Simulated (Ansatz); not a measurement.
**CdSe under changes of volume**

One of the cells (28.942 Å³/atom); the others are scaled copies at fixed shape and fractional positions:

```
Cd Se
1.0
     0.00000    3.07027    3.07027
     3.07027    0.00000    3.07027
     3.07027    3.07027    0.00000
Cd Se
1 1
Direct
  0.00000 0.00000 0.00000
  0.25000 0.25000 0.25000
```

Measurements of this composition are mostly on another form, of space group No. 186.

* Program: Ansatz 0.2.0
* Functional: PBE
* Potentials or basis: all-electron LAPW, scalar-relativistic
* Cutoff: 288 eV (chosen from the basis error)
* Basis error allowed: 0.0005 eV/atom
* k mesh: 8 × 8 × 8
* Occupations: fermi-dirac, width 0.05 eV
* Spin: no spin polarisation

```tsv
volume (Å³/atom)	energy over the lowest point (meV/atom)	pressure (GPa)	gap on the mesh (eV)
27.206	35.53	4.9	0.68
27.784	?	?	?
28.363	9.53	2.4	0.59
28.942	2.93	1.3	0.55
29.521	0.00	0.3	0.51
30.100	0.36	-0.5	0.47
30.679	3.67	-1.3	0.43
```

**Question.** What does the run at 27.784 Å³/atom give?

**Answer.** Energy over the lowest point 20.24 meV/atom; pressure 3.6 GPa; gap on the mesh 0.63 eV.

Worked out: A Birch-Murnaghan fit of order 3 (a polynomial in V^(-2/3)) to the other rows has its minimum at 29.74 Å³/atom with B0 = V·E''(V) = 45 GPa and B' = 4.7. It gives 20.25 meV/atom at 27.784 Å³/atom, against the run's 20.24, and -dE/dV = 3.6 GPa, against 3.6. A straight line through the other rows of the gap, of slope -2.07 eV per unit of ln V (its deformation potential), gives 0.64 eV, against the run's 0.63.

Energies are extrapolated to zero smearing.

Spin-orbit coupling on Cd, Se is left out.

The runs don't all hold the same shells in valence.
